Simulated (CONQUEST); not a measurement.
HfO2:

```
CELL_PARAMETERS angstrom
3.55802 0.00000 0.00000
0.00000 3.55802 0.00000
0.00000 0.00000 5.17186
ATOMIC_POSITIONS crystal
Hf 0.00000 0.00000 0.00000
Hf 0.50000 0.50000 0.50000
O 0.50000 0.00000 0.80279
O 0.00000 0.50000 0.69721
O 0.00000 0.50000 0.19721
O 0.50000 0.00000 0.30279
```

Measurements of this composition are mostly on another form, of space group No. 14.

Program: CONQUEST 1.3. Alike in all runs: task single point; no spin polarisation; cell as given.

Problem. Order these runs on this cell by their pressure, lowest first.
A. level LDA; potentials or basis PseudoDojo NC LDA, SZ, grid cutoff 150 Ha; k mesh 6 × 6 × 5; smearing methfessel-paxton of order 1 0.1 eV
B. level PBE; potentials or basis PseudoDojo NC PBE, DZP, grid cutoff 150 Ha; k mesh 8 × 8 × 5; smearing fermi-dirac 0.05 eV
C. level PBEsol; potentials or basis PseudoDojo NC PBEsol, DZP, grid cutoff 150 Ha; k mesh 8 × 8 × 5; smearing fermi-dirac 0.05 eV

Solution. A (-9.5 GPa), C (3.3 GPa), B (12.2 GPa).

Caveats: the basis of atomic orbitals isn't converged, which shifts pressures, moduli and gaps; the atomic basis is small (some runs).

Not every run made on this cell is shown here.
